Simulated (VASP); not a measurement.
# CaSe (F-43m) in VASP: single point with PBE

Aim: the single point of CaSe with PBE.

Program: VASP 6.6.1. These are calculated values, not measurements. Logs are shortened: lines on timing, memory, paths and dates and some standing lists are left out, and cuts for length are marked.

## (1) Starting point

The structure is cubic, space group F-43m (No. 216). The conventional cell has a = 6.600 Å, b = 6.600 Å, c = 6.600 Å, α = 90.00°, β = 90.00°, γ = 90.00°. Ca (site symmetry -43m) has 4 Se at 2.86 Å as nearest neighbours. Se (site symmetry -43m) has 4 Ca at 2.86 Å as nearest neighbours.

The cell comes from a database or a generator and needn't be the stable form of this composition.

## (2) Single point, PBE

Contents of INCAR:

```
SYSTEM = CaSe
PREC     = Accurate       ! precision mode
ENCUT    = 520            ! plane-wave cutoff, eV
EDIFF    = 1E-6           ! SCF threshold, eV
ISMEAR   = 0              ! smearing method
SIGMA    = 0.01           ! smearing width, eV
LREAL    = .FALSE.        ! projectors in reciprocal space
LASPH    = .TRUE.         ! aspherical terms in the spheres
NELM     = 80             ! most SCF steps
ALGO     = Normal         ! electronic algorithm
ISIF     = 2              ! what is computed and relaxed
LWAVE    = .FALSE.        ! write WAVECAR
LCHARG   = .FALSE.        ! write CHGCAR
GGA      = PE             ! functional
NBANDS   = 15             ! bands
```

Contents of KPOINTS:

```
Automatic mesh
0
G
  3 3 3
  0 0 0
```

Contents of POSCAR:

```
CaSe
1.0
    0.0000000000      3.3000000000      3.3000000000
    3.3000000000      0.0000000000      3.3000000000
    3.3000000000      3.3000000000      0.0000000000
Ca Se
1 1
Direct
    0.0000000000      0.0000000000      0.0000000000
    0.7500000000      0.7500000000      0.7500000000
```

Potentials or basis: VASP PAW PBE potentials, release 64 (Ca_sv, Se).

Launch:

```bash
cat potpaw_PBE.64/Ca_sv/POTCAR potpaw_PBE.64/Se/POTCAR > POTCAR
mpirun -np 1 vasp_std > vasp.out
```

OUTCAR:

```text
SYSTEM = CaSe
   PREC = Accurate
   ENCUT = 520
   EDIFF = 1E-6
   ISMEAR = 0
   LREAL = .FALSE.
   LASPH = .TRUE.
   NELM = 80
   ISIF = 2
   GGA = PE

 ion  position               nearest neighbor table
   1  0.000  0.000  0.000-   2 2.86   2 2.86   2 2.86   2 2.86
   2  0.750  0.750  0.750-   1 2.86   1 2.86   1 2.86   1 2.86

  LATTYP: Found a face centered cubic cell.
 ALAT       =     6.6000000000

  Lattice vectors:

 A1 = (   0.0000000000,   3.3000000000,   3.3000000000)
 A2 = (   3.3000000000,   0.0000000000,   3.3000000000)
 A3 = (   3.3000000000,   3.3000000000,   0.0000000000)

Analysis of symmetry for initial positions (statically):
=====================================================================
 Subroutine PRICEL returns:
 Original cell was already a primitive cell.

 Routine SETGRP: Setting up the symmetry group for a
 face centered cubic supercell.

 Subroutine GETGRP returns: Found 24 space group operations
 (whereof 24 operations were pure point group operations)
 out of a pool of 48 trial point group operations.

The static configuration has the point symmetry T_d .

Analysis of symmetry for dynamics (positions and initial velocities):
=====================================================================
 Subroutine PRICEL returns:
 Original cell was already a primitive cell.

 Routine SETGRP: Setting up the symmetry group for a
 face centered cubic supercell.

 Subroutine GETGRP returns: Found 24 space group operations
 (whereof 24 operations were pure point group operations)
 out of a pool of 48 trial point group operations.

The dynamic configuration has the point symmetry T_d .

 Subroutine INISYM returns: Found 24 space group operations
 (whereof 24 operations are pure point group operations),
 and found     1 'primitive' translations

----------------------------------------------------------------------------------------

                                     Primitive cell

  volume of cell :      71.8740

  direct lattice vectors                    reciprocal lattice vectors
     0.000000000  3.300000000  3.300000000    -0.151515152  0.151515152  0.151515152
     3.300000000  0.000000000  3.300000000     0.151515152 -0.151515152  0.151515152
     3.300000000  3.300000000  0.000000000     0.151515152  0.151515152 -0.151515152

  length of vectors
     4.666904756  4.666904756  4.666904756     0.262431941  0.262431941  0.262431941

  position of ions in fractional coordinates (direct lattice)
     0.000000000  0.000000000  0.000000000
     0.750000000  0.750000000  0.750000000

[... 68 lines left out ...]
   EMIN   =  10.00;   EMAX   =-10.00  energy-range for DOS
   EFERMI =   0.00;   METHOD = LEGACY
   ISMEAR =     0;   SIGMA  =   0.01  broadening in eV -4-tet -1-fermi 0-gaus
   EFERMI_NEDOS =   21; number of points for ismear=-14 and -15
   IALGO  =     38    algorithm
   IMIX   =      4    mixing-type and parameters
     AMIX     =   0.40;   BMIX     =  1.00
     AMIX_MAG =   1.60;   BMIX_MAG =  1.00
  volume/ion in A,a.u.               =      35.94       242.51
  Fermi-wavevector in a.u.,A,eV,Ry     =   0.992181  1.874950 13.393889  0.984423
  Thomas-Fermi vector in A             =   2.123975
   LORBIT       =      0    0 simple, 1 ext, 2 COOP (PROOUT), +10 PAW based schemes
   GGA     = PE    functional components
   LHFCALC =     F    Hartree Fock is set to
   AEXX    =    0.0000 exact exchange contribution
   IVDW    =     0    specifies the selected vdW correction
   LEPSILON=     F    determine dielectric tensor
   LRPA    =     F    only Hartree local field effects (RPA)
 non-spin polarized calculation
 Gauss-broadening in eV      SIGMA  =   0.01
  energy-cutoff  :      520.00
  volume of cell :       71.87
 maximum number of plane-waves:      1948
 NGX is ok and might be reduce to    36
   NGX = 17   NGY = 17   NGZ = 17

 number of electron      16.0000001 magnetization

 Free energy of the ion-electron system (eV)
  ---------------------------------------------------
  ext. energy  EPLUGINS =         0.00000000
  ---------------------------------------------------
  free energy    TOTEN  =        -8.95736027 eV

  energy without entropy =       -8.95736027  energy(sigma->0) =       -8.95736027

 E-fermi :  -0.2159     XC(G=0):  -7.5443

 val. band max:       -0.3715869361   @ k =  -0.3333   0.3333   0.0000
 cond. band min:       2.7814655151   @ k =   0.0000   0.0000   0.0000
 fundamental gap:      3.1530524511
 Fermi energy:        -0.2158779507

 k-point     1 :       0.0000    0.0000    0.0000
  band No.  band energies     occupation
      1     -39.5009      2.00000
      2     -20.5140      2.00000
      3     -20.5140      2.00000
      4     -20.5140      2.00000
      5     -10.6682      2.00000
      6      -0.4533      2.00000
      7      -0.4533      2.00000
      8      -0.4533      2.00000
      9       2.7815      0.00000
     10       4.9680      0.00000
     11       4.9680      0.00000
     12       6.9316      0.00000
     13       6.9316      0.00000
     14       6.9316      0.00000
[... 41 lines left out ...]
      2     -20.5507      2.00000
      3     -20.5322      2.00000
      4     -20.5223      2.00000
      5     -10.3631      2.00000
      6      -1.1367      2.00000
      7      -1.0272      2.00000
      8      -0.3716      2.00000
      9       3.6836      0.00000
     10       4.8009      0.00000
     11       4.9520      0.00000
     12       6.1152      0.00000
     13       6.2574      0.00000
     14       7.4244      0.00000
     15       8.1056      0.00000

------------------------ aborting loop because EDIFF is reached ----------------------------------------

  FORCE on cell =-STRESS in cart. coord.  units (eV):
  Direction    XX          YY          ZZ          XY          YZ          ZX
  --------------------------------------------------------------------------------------
  -------------------------------------------------------------------------------------
  Total       -0.0213708     -0.0213708     -0.0213708      0.0000000      0.0000000      0.0000000
  in kB       -0.4763863     -0.4763863     -0.4763863      0.0000000      0.0000000      0.0000000
  external PRESSURE =      -0.4763863 kB  Pullay stress =       0.0000000 kB

 VOLUME and BASIS-vectors are now :
 -----------------------------------------------------------------------------
  energy-cutoff  :      520.00
  volume of cell :       71.87
      direct lattice vectors                 reciprocal lattice vectors
     0.000000000  3.300000000  3.300000000    -0.151515152  0.151515152  0.151515152
     3.300000000  0.000000000  3.300000000     0.151515152 -0.151515152  0.151515152
     3.300000000  3.300000000  0.000000000     0.151515152  0.151515152 -0.151515152

 POSITION                                       TOTAL-FORCE (eV/Angst)
 -----------------------------------------------------------------------------------
      0.00000      0.00000      0.00000         0.000000      0.000000      0.000000
      4.95000      4.95000      4.95000        -0.000000     -0.000000     -0.000000
 -----------------------------------------------------------------------------------
    total drift:                               -0.000000     -0.000000     -0.000000

  FREE ENERGIE OF THE ION-ELECTRON SYSTEM (eV)
  ---------------------------------------------------
  free  energy   TOTEN  =        -8.9573602745 eV

  energy  without entropy=       -8.9573602745  energy(sigma->0) =       -8.95736027
```

Run time: 6.9 s. Hardware: 1 thread of Intel Xeon Platinum 8488C (Sapphire Rapids), shared host; peak memory 0.2 GiB.

What came out:

| Quantity | Value |
| --- | --- |
| Free energy | -8.9574 eV |
| Pressure | 0.0 GPa |
| Band gap on the k mesh | 3.15 eV, indirect (least direct gap 3.23 eV) |

Levels at points of the mesh, in eV from the valence-band top:
```csv
k point,band 6,band 7,band 8,band 9,band 10,band 11
"(0.00, 0.00, 0.00)",-0.08,-0.08,-0.08,3.15,5.34,5.34
```

Caveat: the k mesh is coarse (spacing up to 0.55 Å⁻¹), so the values aren't converged; an odd mesh through Γ misses points on the zone boundary, where band edges often lie.
